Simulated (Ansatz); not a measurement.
# Carbon, fcc under BLYP: structure, energy and stiffness, part 1 of 2

The plan for carbon in the fcc structure: relax it, solve it on a dense k-mesh, then scale the cell to 7 volumes from 88 to 112 % of the relaxed one and try a fit of the equation of state. Spin polarisation is left out. The k-meshes are 18×18×18 for the relaxation; 28×28×28 for the dense run; 19×19×19 for the volumes.

Computed with Ansatz 0.2.0 (DFT BLYP, plane waves (420 eV) with PAW, scalar-relativistic; PBE-made PAW files, unless a step says otherwise).

**1. The structure to begin with**

It takes space group Fm-3m (No. 225, cubic). The conventional cell has a = 2.980 Å, b = 2.980 Å, c = 2.980 Å, α = 90.00°, β = 90.00°, γ = 90.00°. C (site symmetry m-3m) has 12 C at 2.11 Å as nearest neighbours.

As a file:

```cif
data_structure
_symmetry_space_group_name_H-M 'Fm-3m'
_symmetry_Int_Tables_number 225
_cell_length_a 2.9800
_cell_length_b 2.9800
_cell_length_c 2.9800
_cell_angle_alpha 90.000
_cell_angle_beta 90.000
_cell_angle_gamma 90.000
_cell_volume 26.46
loop_
_atom_site_label
_atom_site_type_symbol
_atom_site_symmetry_multiplicity
_atom_site_Wyckoff_symbol
_atom_site_fract_x
_atom_site_fract_y
_atom_site_fract_z
_atom_site_occupancy
C1 C 4 a 0.00000 0.00000 0.00000 1
```

**2. Relaxing cell and atoms**

input.yaml

```yaml
crystal:
  lattice:
    - [0.0, 1.4900140304, 1.4900140304]
    - [1.4900140304, 0.0, 1.4900140304]
    - [1.4900140304, 1.4900140304, 0.0]
  atoms:
    - { symbol: C, position: [0.0, 0.0, 0.0] }
hamiltonian:
  xc: blyp
  pseudopotentials:
    kind: paw
    azcp:
      C: "pseudopotentials/C.paw.azcp"
basis:
  ecutwfc: 420
  fft_grid_basis: typed
kpoints:
  mp_grid: { grid: [18, 18, 18], shift: [0, 0, 0] }
magnetization:
  spin_polarized: false
scf:
  occupations: { method: fermi_dirac, width: 0.1 }
relax:
  max_steps: 60
  f_tol: 0.01
  cell: {}
output:
  write_density: true
  write_potential: true
  elf: true
  volumetric_format: npy
```

Log:

```text
Warning: RAYON_NUM_THREADS=2 ignored (pool sized by the plan → 2); use --threads N
Engine: ansatz 0.2.0, aarch64-unknown-linux-gnu
Pseudopotentials: kind: paw
Pseudopotential: C, paw, valence charge 4, recommended cutoff 420 eV (normal), <dir>
Functional definition: BLYP
  parameter beta = 0.0042
  parameter a = 0.04918
  parameter b = 0.132
  parameter c = 0.2533
  parameter d = 0.349
  exchange = b88_x(beta = beta)
  correlation = lyp_c(a = a, b = b, c = c, d = d)
Crystal: 1 atoms, lattice volume = 6.616 Å³
Basis set: ecut = 420 eV, 137 PW (Γ), exchange–correlation on 30×30×30 points (8 copies of the dense FFT grid, shifted against one another)
Bands: 6, of which v1, the nominal top of the filled ones, is band 2 counted from 1 (1 counted from 0)
Symmetry: 48 space group operations
Space group: Fm-3m (ITA 225), of the structure as read, at distance tolerance 1.9e-5 Å
k-points: 195 of 5832
Non-local potential: C, projectors of the file, l = 0: 2, l = 1: 2, l = 2: 1
PAW form: soft (Blöchl's): semilocal exchange-correlation on the pseudo side does not see the compensation charge
PAW frozen core: C, regenerated for the run's functional, and the local potential with it (the file was generated under x = pbe(κ = 0.804, μ = 0.2195149727645171), c = pbe(β = 0.06672455060314922))
PAW one-centre angular grid: C, 110 points (default); XC on 64 Gauss nodes
Initial density: superposition of atomic densities (neutral atoms: chi_scale 0, normalization atom), corrected by the library's trained network
Initial wavefunctions: pseudopotential atomic-orbital guess
Functional: x = b88, c = lyp
SCF iter   1: F=—  HF=-246.881736 eV  |F-HF|=—  |Δ(HF+E_count)|=         —  Δρ=2.04e-2  dr2=1.71e-2  ethr=1.77e-3  ⟨swp⟩=4.8  Hψ=9068  notcnv=0
preconditioner: auto → none  [metal: Δε(μ)=0.061 eV  Ē_g=21.678 eV  σ=0.100 eV  W_gap=0.15  n_scr=0 (ndim 8)  ℏωp=28.9 eV  f_vac=0.000  D(μ)=0.40/eV (n_scr^D=0)]
SCF iter   2: F=—  HF=-246.875967 eV  |F-HF|=—  |Δ(HF+E_count)|=   5.77e-3  Δρ=7.18e-3  dr2=2.12e-3  ethr=4.28e-4  ⟨swp⟩=1.9  Hψ=3066  notcnv=0
SCF iter   3: F=—  HF=-246.875258 eV  |F-HF|=—  |Δ(HF+E_count)|=   7.09e-4  Δρ=4.87e-4  dr2=5.71e-6  ethr=5.30e-5  ⟨swp⟩=2.0  Hψ=1516  notcnv=0
SCF iter   4: F=—  HF=-246.875266 eV  |F-HF|=—  |Δ(HF+E_count)|=   7.40e-6  Δρ=1.10e-4  dr2=4.73e-7  ethr=1.43e-7  ⟨swp⟩=2.2  Hψ=1543  notcnv=0
iter 5 did not close the SCF: its close was put off for the readings that it lacked (scf_convergence_deferred on its scf_iter line)
SCF iter   5: F=-246.875266 eV  HF=-246.875266 eV  |F-HF|=2.71e-9  |Δ(HF+E_count)|=   2.01e-7  Δρ=1.13e-5  dr2=5.01e-9  ethr=1.18e-8  ⟨swp⟩=2.0  Hψ=1515  notcnv=0
SCF iter   6: F=-246.875266 eV  HF=-246.875266 eV  |F-HF|=5.34e-12  |Δ(HF+E_count)|=   2.13e-9  Δρ=5.17e-7  dr2=1.03e-11  ethr=1.25e-10  ⟨swp⟩=3.1  Hψ=4049  notcnv=0
SCF 1 converged in 6 iterations: F = -246.875266 eV  dr2 = 1.03e-11
relax step   1: F+E_penalty+E_count = -246.87526559 eV  Δ(F+E_penalty+E_count) = +0.000e0 eV  max|allowed force component| = 0.000e0 eV/Å  Δτ_max = 0.0000 Å  P = +38.109 GPa  Ω = 6.616 Å³  (6 SCF iters, dr2 threshold 1.00e-7 eV, accepted)
Crystal: 1 atoms, lattice volume = 7.262 Å³
Initial density: handed on by an earlier stage of this run
Initial wavefunctions: those handed on with the density
iter 1 solved again at ethr=3.74e-5 eV; its pass at ethr=3.10e-3 eV (dr2=1.50e-3 eV) is discarded
SCF iter   1: F=—  HF=-246.981818 eV  |F-HF|=—  |Δ(HF+E_count)|=         —  Δρ=5.44e-3  dr2=1.45e-3  ethr=3.74e-5  ⟨swp⟩=1.0  Hψ=11611  notcnv=0
preconditioner: auto → none  [metal: Δε(μ)=0.067 eV  Ē_g=20.543 eV  σ=0.100 eV  W_gap=0.16  n_scr=0 (ndim 8)  ℏωp=27.6 eV  f_vac=0.000  D(μ)=0.41/eV (n_scr^D=0)]
SCF iter   2: F=—  HF=-246.981631 eV  |F-HF|=—  |Δ(HF+E_count)|=   1.87e-4  Δρ=2.11e-3  dr2=2.20e-4  ethr=3.63e-5  ⟨swp⟩=1.1  Hψ=1197  notcnv=0
SCF iter   3: F=—  HF=-246.981663 eV  |F-HF|=—  |Δ(HF+E_count)|=   3.25e-5  Δρ=2.21e-4  dr2=1.51e-6  ethr=5.49e-6  ⟨swp⟩=2.0  Hψ=1552  notcnv=0
SCF iter   4: F=—  HF=-246.981665 eV  |F-HF|=—  |Δ(HF+E_count)|=   1.80e-6  Δρ=7.44e-6  dr2=2.28e-9  ethr=2.50e-9  ⟨swp⟩=6.7  Hψ=3982  notcnv=0
SCF iter   5: F=-246.981665 eV  HF=-246.981665 eV  |F-HF|=4.63e-11  |Δ(HF+E_count)|=  7.32e-10  Δρ=7.01e-7  dr2=1.17e-11  ethr=5.71e-11  ⟨swp⟩=3.0  Hψ=4099  notcnv=0
SCF 2 converged in 5 iterations: F = -246.981665 eV  dr2 = 1.17e-11
relax step   2: F+E_penalty+E_count = -246.98166486 eV  Δ(F+E_penalty+E_count) = -1.064e-1 eV  max|allowed force component| = 0.000e0 eV/Å  Δτ_max = 0.0000 Å  P = +17.410 GPa  Ω = 7.262 Å³  energy of the carried Pulay correction = -3.059e-3 eV  (5 SCF iters, dr2 threshold 1.00e-7 eV, accepted)
Crystal: 1 atoms, lattice volume = 7.910 Å³
Basis set: ecut = 420 eV, 169 PW (Γ), exchange–correlation on 30×30×30 points (8 copies of the dense FFT grid, shifted against one another)
iter 1 solved again at ethr=3.15e-5 eV; its pass at ethr=3.10e-3 eV (dr2=1.26e-3 eV) is discarded
SCF iter   1: F=—  HF=-247.017972 eV  |F-HF|=—  |Δ(HF+E_count)|=         —  Δρ=4.68e-3  dr2=1.23e-3  ethr=3.15e-5  ⟨swp⟩=1.0  Hψ=11509  notcnv=0
preconditioner: auto → none  [metal: Δε(μ)=0.008 eV  Ē_g=19.560 eV  σ=0.100 eV  W_gap=0.02  n_scr=0 (ndim 8)  ℏωp=26.4 eV  f_vac=0.000  D(μ)=0.44/eV (n_scr^D=0)]
SCF iter   2: F=—  HF=-247.017787 eV  |F-HF|=—  |Δ(HF+E_count)|=   1.84e-4  Δρ=1.78e-3  dr2=1.76e-4  ethr=3.07e-5  ⟨swp⟩=1.4  Hψ=1325  notcnv=0
SCF iter   3: F=—  HF=-247.017812 eV  |F-HF|=—  |Δ(HF+E_count)|=   2.49e-5  Δρ=2.05e-4  dr2=1.48e-6  ethr=4.39e-6  ⟨swp⟩=2.0  Hψ=1551  notcnv=0
SCF iter   4: F=—  HF=-247.017811 eV  |F-HF|=—  |Δ(HF+E_count)|=   1.65e-6  Δρ=4.44e-6  dr2=8.83e-10  ethr=2.50e-9  ⟨swp⟩=6.6  Hψ=3959  notcnv=0
SCF iter   5: F=-247.017811 eV  HF=-247.017811 eV  |F-HF|=2.90e-11  |Δ(HF+E_count)|=   1.39e-9  Δρ=5.06e-7  dr2=6.88e-12  ethr=2.21e-11  ⟨swp⟩=3.0  Hψ=4096  notcnv=0
SCF 3 converged in 5 iterations: F = -247.017811 eV  dr2 = 6.88e-12
relax step   3: F+E_penalty+E_count = -247.01781070 eV  Δ(F+E_penalty+E_count) = -3.615e-2 eV  max|allowed force component| = 0.000e0 eV/Å  Δτ_max = 0.0000 Å  P = +2.686 GPa  Ω = 7.910 Å³  energy of the carried Pulay correction = -5.858e-3 eV  (5 SCF iters, accepted)
[... from here on, the SCF cycles and remarks between the steps are left out ...]
relax step   4: F+E_penalty+E_count = -247.01847340 eV  Δ(F+E_penalty+E_count) = -6.627e-4 eV  max|allowed force component| = 0.000e0 eV/Å  Δτ_max = 0.0000 Å  P = +0.270 GPa  Ω = 8.041 Å³  energy of the carried Pulay correction = -6.393e-3 eV  (3 SCF iters, dr2 threshold 1.00e-7 eV, accepted)
relax step   5: F+E_penalty+E_count = -247.01842603 eV  Δ(F+E_penalty+E_count) = +4.737e-5 eV  max|allowed force component| = 0.000e0 eV/Å  Δτ_max = 0.0000 Å  P = +0.006 GPa  Ω = 8.056 Å³  energy of the carried Pulay correction = -6.454e-3 eV  (3 SCF iters, dr2 threshold 1.00e-7 eV, accepted)
relax step   6: F+E_penalty+E_count = -247.03521339 eV  Δ(F+E_penalty+E_count) = -1.679e-2 eV  max|allowed force component| = 0.000e0 eV/Å  Δτ_max = 0.0000 Å  P = +2.479 GPa  Ω = 8.056 Å³  stress off target by 2.48e0 GPa  SCF on the basis re-selected at this cell (its energy is not comparable with the rows above)  (5 SCF iters)
relax step   7: F+E_penalty+E_count = -247.03565248 eV  Δ(F+E_penalty+E_count) = -4.391e-4 eV  max|allowed force component| = 0.000e0 eV/Å  Δτ_max = 0.0000 Å  P = +0.255 GPa  Ω = 8.202 Å³  energy of the carried Pulay correction = -7.891e-4 eV  (3 SCF iters, dr2 threshold 1.00e-7 eV, accepted)
relax step   8: F+E_penalty+E_count = -247.03556937 eV  Δ(F+E_penalty+E_count) = +8.311e-5 eV  max|allowed force component| = 0.000e0 eV/Å  Δτ_max = 0.0000 Å  P = +0.008 GPa  Ω = 8.219 Å³  energy of the carried Pulay correction = -8.862e-4 eV  (3 SCF iters, dr2 threshold 1.00e-7 eV, accepted)
relax step   9: F+E_penalty+E_count = -247.03652895 eV  Δ(F+E_penalty+E_count) = -9.596e-4 eV  max|allowed force component| = 0.000e0 eV/Å  Δτ_max = 0.0000 Å  P = +0.054 GPa  Ω = 8.219 Å³  stress off target by 5.45e-2 GPa  SCF on the basis re-selected at this cell (its energy is not comparable with the rows above)  (4 SCF iters)
relax step  10: F+E_penalty+E_count = -247.03650985 eV  Δ(F+E_penalty+E_count) = +1.910e-5 eV  max|allowed force component| = 0.000e0 eV/Å  Δτ_max = 0.0000 Å  P = -0.001 GPa  Ω = 8.223 Å³  energy of the carried Pulay correction = -1.974e-5 eV  (2 SCF iters, dr2 threshold 7.42e-9 eV, accepted)
iter 1 solved again at ethr=1.10e-6 eV; its pass at ethr=3.10e-3 eV (dr2=4.41e-5 eV) is discarded
SCF iter   1: F=—  HF=-247.036509 eV  |F-HF|=—  |Δ(HF+E_count)|=         —  Δρ=8.22e-6  dr2=4.17e-9  ethr=1.10e-6  ⟨swp⟩=2.5  Hψ=12156  notcnv=0
eigensolver tolerance schedule: the retry pair's looser diagonalisation over-reported the residual by 10584.99 of it (diagonalisation noise at an unbounded share of the residual, at the tolerance the schedule requests for it); recorded, not acted on — ethr = c·dr2/N_el stays at c = 1.0e-1
SCF iter   2: F=—  HF=-247.036510 eV  |F-HF|=—  |Δ(HF+E_count)|=   4.96e-7  Δρ=3.45e-6  dr2=7.13e-10  ethr=1.04e-10  ⟨swp⟩=2.1  Hψ=1543  notcnv=0
SCF iter   3: F=-247.036510 eV  HF=-247.036510 eV  |F-HF|=1.04e-11  |Δ(HF+E_count)|=  3.76e-10  Δρ=4.28e-7  dr2=7.55e-12  ethr=1.00e-12  ⟨swp⟩=3.0  Hψ=4087  notcnv=0
SCF 11 converged in 3 iterations: F = -247.036510 eV  dr2 = 7.55e-12
relax step  11: F+E_penalty+E_count = -247.03650985 eV  Δ(F+E_penalty+E_count) = -4.971e-10 eV  max|allowed force component| = 0.000e0 eV/Å  Δτ_max = 0.0000 Å  P = -0.001 GPa  Ω = 8.223 Å³  stress off target by 9.50e-4 GPa  SCF on the basis re-selected at this cell (its energy is not comparable with the rows above)  (3 SCF iters)
basis re-selected at this cell: Δ(F+E_penalty+E_count) = -4.971e-10 eV, ΔP = +0.000 GPa vs the last step (what re-selecting the basis moved, of the pressure what is left beyond the Pulay correction that the steps carried, after the strain that the cell walked since its last selection, with what the two solves' SCF thresholds leave and, on support functions, any second-order correction that the steps lacked; it is no measure of the basis error at this ecutwfc). This SCF's stress stands 9.50e-4 GPa from its target on what of the cell is left free (relax.cell.stress_tol is 5.00e-2 GPa) and its largest allowed force component is 0.00e0 eV/Å (relax.f_tol is 1.00e-2 eV/Å): within both
SCF converged after 3 iterations
Free energy (F): -247.036510 eV
Harris-Foulkes:  -247.036510 eV  (|F-HF|=1.04e-11)
Internal energy: -247.022228 eV  (E = F + TS)
E sigma→0 (E₀):  -247.029369 eV
Entropy (-TS):   -0.014282 eV (-14.282 meV/atom)
Fermi energy:    8.836650 eV
--- Per-component energies (eV) ---
  E_band       = 9.466654
  E_kinetic    = 76.054839
  E_local      = -51.957416  (includes V_loc(G=0)·N_el)
  E_nonlocal   = 29.913582
  E_hartree    = 7.234544
  E_xc         = -44.589581
  E_vxc        = -54.773313  (∫ρ·V_xc dr)
  E_paw        = -98.833670  (= ΣΔE_a)
  E_vpaw       = -4.240130  (= ΣTr[D̂ρ^β])
  E_aug_tail   = 0.000001  (compensation charges beyond the density's cutoff)
  E_ewald      = -164.846180
  E_core_change = 0.001654  (= ΣΔE_core)
  E_smearing   = -0.014282  (= −TS)
  E_closure    = 0.000000  (closes the sum)
  Σ components = -247.036510   (vs F -247.036510, Δ=0.00e0)
--- Forces (eV/Å), atoms counted from 1 ---
  atom   1  C      0.00000000     0.00000000     0.00000000
  max |Σ_I F_I| component: 1.80e-33 eV/Å
--- Stress (GPa, compression-positive) ---
       -0.000950       0.000000       0.000000
        0.000000      -0.000950       0.000000
        0.000000       0.000000      -0.000950
  P = ⅓ Tr σ = -0.0009 GPa (-0.009 kbar)
--- Band table (eV; the first three rows and the last of 195) ---
  k-point 0: bands = ["-8.1652", "15.7388", "15.7388", "15.7388", "36.9593", "37.6707"]
  k-point 1: bands = ["-8.0529", "15.4188", "15.6857", "15.6857", "36.6147", "36.9665"]
  k-point 2: bands = ["-7.7165", "14.4881", "15.5369", "15.5369", "35.0081", "36.9724"]
  k-point 194: bands = ["3.9018", "5.4803", "6.6901", "8.8753", "27.5583", "33.3867"]
--- Relaxed structure (8 steps of the walk, 8 accepted, 3 SCFs on fresh bases) ---
  F+E_penalty+E_count = -247.03650985 eV   max|allowed force component| = 0.000e0 eV/Å   (the final SCF, on the basis selected at the relaxed cell)
  cell:  # Å, volume = 8.2226 Å³
    - [-5.085818066823497e-33, 1.60198770225462, 1.60198770225462]
    - [1.60198770225462, -4.918626459014937e-33, 1.60198770225462]
    - [1.60198770225462, 1.60198770225462, -4.039674639830034e-33]
  atoms:
    - { symbol: C, position: [0.0, 0.0, 0.0] }
```

Wall time 3.9 s (2 threads of Arm Neoverse V2, shared host); peak memory 0.26 GiB.

The walk, from the log:

| step | energy change (meV/atom) | largest force (eV/Å) | pressure (GPa) | volume (Å³/atom) |
| --- | --- | --- | --- | --- |
| 1 | 0.00 | 0.0000 | 38.11 | 6.616 |
| 2 | -106.40 | 0.0000 | 17.41 | 7.262 |
| 3 | -142.55 | 0.0000 | 2.69 | 7.910 |
| 4 | -143.21 | 0.0000 | 0.27 | 8.041 |
| 5 | -143.16 | 0.0000 | 0.01 | 8.056 |
| 6 | -159.95 | 0.0000 | 2.48 | 8.056 |
| 7 | -160.39 | 0.0000 | 0.25 | 8.202 |
| 8 | -160.30 | 0.0000 | 0.01 | 8.219 |
| 9 | -161.26 | 0.0000 | 0.05 | 8.219 |
| 10 | -161.24 | 0.0000 | 0.00 | 8.223 |
| 11 | -161.24 | 0.0000 | 0.00 | 8.223 |

Steps that repeat a cell are solved on a basis chosen anew, so their changes of energy are no gain of the relaxation.

The cell of the run, before and after:

|  | before | after | change |
| --- | --- | --- | --- |
| a (Å) | 2.107 | 2.266 | +7.5 % |
| b (Å) | 2.107 | 2.266 | +7.5 % |
| c (Å) | 2.107 | 2.266 | +7.5 % |
| volume (Å³/atom) | 6.616 | 8.223 | +24.3 % |
| shortest distance (Å) | 2.107 | 2.266 | +7.5 % |
| space group (spins left aside) | Fm-3m | Fm-3m | same |

**3. The energy on a finer k-mesh**

input.yaml

```yaml
crystal:
  lattice:
    - [0.0, 1.6019877023, 1.6019877023]
    - [1.6019877023, 0.0, 1.6019877023]
    - [1.6019877023, 1.6019877023, 0.0]
  atoms:
    - { symbol: C, position: [0.0, 0.0, 0.0] }
hamiltonian:
  xc: blyp
  pseudopotentials:
    kind: paw
    azcp:
      C: "pseudopotentials/C.paw.azcp"
basis:
  ecutwfc: 420
  fft_grid_basis: typed
kpoints:
  mp_grid: { grid: [28, 28, 28], shift: [0, 0, 0] }
magnetization:
  spin_polarized: false
scf:
  occupations: { method: fermi_dirac, width: 0.1 }
```

Log, shortened:

```text
Warning: RAYON_NUM_THREADS=2 ignored (pool sized by the plan → 2); use --threads N
[...]
[... 3 set-up lines as earlier in the session ...]
[...]
Crystal: 1 atoms, lattice volume = 8.223 Å³
Basis set: ecut = 420 eV, 169 PW (Γ), exchange–correlation on 32×32×32 points (8 copies of the dense FFT grid, shifted against one another)
Bands: 6, of which v1, the nominal top of the filled ones, is band 2 counted from 1 (1 counted from 0)
[... 1 set-up line as earlier in the session ...]
Space group: Fm-3m (ITA 225), of the structure as read, at distance tolerance 2.0e-5 Å
k-points: 624 of 21952
[...]
SCF iter   1: F=—  HF=-247.045188 eV  |F-HF|=—  |Δ(HF+E_count)|=         —  Δρ=1.97e-2  dr2=2.23e-2  ethr=1.77e-3  ⟨swp⟩=5.0  Hψ=28750  notcnv=0
[...]
SCF iter   6: F=-247.036394 eV  HF=-247.036394 eV  |F-HF|=1.03e-10  |Δ(HF+E_count)|=   2.66e-8  Δρ=1.86e-6  dr2=1.88e-10  ethr=1.58e-9  ⟨swp⟩=1.0  Hψ=10455  notcnv=0
[...]
SCF converged after 6 iterations
Free energy (F): -247.036394 eV
[...]
E sigma→0 (E₀):  -247.029486 eV
Entropy (-TS):   -0.013818 eV (-13.818 meV/atom)
Fermi energy:    8.882570 eV
[...]
```

Run time: 1.1 s. Hardware: 2 threads of Arm Neoverse V2, shared host; peak memory 0.27 GiB.

**4. The cell scaled to 88 % of its volume**

input.yaml

```yaml
crystal:
  lattice:
    - [0.0, 1.5351591375, 1.5351591375]
    - [1.5351591375, 0.0, 1.5351591375]
    - [1.5351591375, 1.5351591375, 0.0]
  atoms:
    - { symbol: C, position: [0.0, 0.0, 0.0] }
hamiltonian:
  xc: blyp
  pseudopotentials:
    kind: paw
    azcp:
      C: "pseudopotentials/C.paw.azcp"
basis:
  ecutwfc: 420
  fft_grid_basis: typed
kpoints:
  mp_grid: { grid: [19, 19, 19], shift: [0, 0, 0] }
magnetization:
  spin_polarized: false
scf:
  occupations: { method: fermi_dirac, width: 0.1 }
  lower_state_search: "off"
output:
  stress: true
  write_density: true
  write_potential: true
  elf: true
  volumetric_format: npy
```

Log, shortened:

```text
Warning: RAYON_NUM_THREADS=2 ignored (pool sized by the plan → 2); use --threads N
[...]
[... 3 set-up lines as earlier in the session ...]
[...]
Crystal: 1 atoms, lattice volume = 7.236 Å³
Basis set: ecut = 420 eV, 137 PW (Γ), exchange–correlation on 30×30×30 points (8 copies of the dense FFT grid, shifted against one another)
Bands: 6, of which v1, the nominal top of the filled ones, is band 2 counted from 1 (1 counted from 0)
[... 2 set-up lines as earlier in the session ...]
k-points: 220 of 6859
[...]
SCF iter   1: F=—  HF=-246.993438 eV  |F-HF|=—  |Δ(HF+E_count)|=         —  Δρ=2.03e-2  dr2=1.95e-2  ethr=1.77e-3  ⟨swp⟩=4.9  Hψ=10177  notcnv=0
[...]
SCF iter   6: F=-246.985850 eV  HF=-246.985850 eV  |F-HF|=9.44e-11  |Δ(HF+E_count)|=   1.87e-8  Δρ=1.98e-6  dr2=1.75e-10  ethr=1.12e-9  ⟨swp⟩=4.5  Hψ=5675  notcnv=0
[...]
SCF converged after 6 iterations
Free energy (F): -246.985850 eV
[...]
E sigma→0 (E₀):  -246.980603 eV
Entropy (-TS):   -0.010494 eV (-10.494 meV/atom)
Fermi energy:    10.899365 eV
[...]
--- Stress (GPa, compression-positive) ---
       18.723196      -0.000000       0.000000
        0.000000      18.723196       0.000000
        0.000000      -0.000000      18.723196
  P = ⅓ Tr σ = 18.7232 GPa (187.232 kbar)
--- Band table (eV; the first three rows and the last of 220) ---
  k-point 0: bands = ["-7.7659", "18.6634", "18.6634", "18.6634", "41.2873", "41.2873"]
[...]
```

Wall time 0.65 s (2 threads of Arm Neoverse V2, shared host); peak memory 0.25 GiB.

The maps below are laid out on this run's own conventional cell (a, b, c = 3.070, 3.070, 3.070 Å).

Density in a lattice plane of the grid's cell (edges 3.07 and 3.07 Å, at 0.000 of the third edge), which holds C.

Ten even steps from ' ' (0.15 e/Å³) to '@' (1.55 e/Å³):
```
@@@@@@@@##++--....              ....--++##@@@@@@
@@@@@@%%**==::....              ....::==**%%@@@@
%%%%##**==--::....              ....::--==**##%%
**++++==--::..........................::--==++++
----::::::......::::::------::::::......::::::--
..............::--==++++**++++==--::............
        ....::--==**##%%%%%%##**==--::....      
        ....::==**%%@@@@@@@@@@%%**==::....      
        ....--++##@@@@@@@@@@@@@@##++--....      
        ..::--++##@@@@@@@@@@@@@@##++--::..      
        ....--++##@@@@@@@@@@@@@@##++--....      
        ....::==**%%@@@@@@@@@@%%**==::....      
        ....::--==**##%%%%%%##**==--::....      
..............::--==++++**++++==--::............
----::::::......::::::------::::::......::::::--
**++++==--::..........................::--==++++
%%%%##**==--::....              ....::--==**##%%
@@@@@@%%**==::....              ....::==**%%@@@@
@@@@@@@@##++--....              ....--++##@@@@@@
@@@@@@@@##++--::..              ..::--++##@@@@@@
```
Columns run along the first of these edges and rows up along the second, over one cell in 24 and 20 even steps from the bottom left corner. Atoms in the plane (fractional): C at (0.00, 0.00), C at (0.50, 0.50).

ELF in the same plane.

Ten even steps from '0' (0.06) to '9' (0.78):
```
236899853100000135899864
668999752110001125799986
899998642222222224689999
999986433445554433468999
988754345788988754345788
554433468999999986433445
222224689999899998642222
001125799986668999752110
000135899863246899853100
000136999742024799963100
000135899864236899853100
001125799986668999752110
222224689999899998642222
554433468999999986433445
988754345788988754345788
999986433445554433468999
899998642222222224689999
668999752110001125799986
246899853100000135899863
024799963100000136999742
```
Columns run along the first of these edges and rows up along the second, over one cell in 24 and 20 even steps from the bottom left corner. Atoms in the plane (fractional): C at (0.00, 0.00), C at (0.50, 0.50).

Both are smooth fields of the valence electrons: close to the nuclei they are not physical.

Outside the cores ELF peaks at 0.80 in the shell around C, 0.6 Å from C.

(Continued in part 2 of 2.)
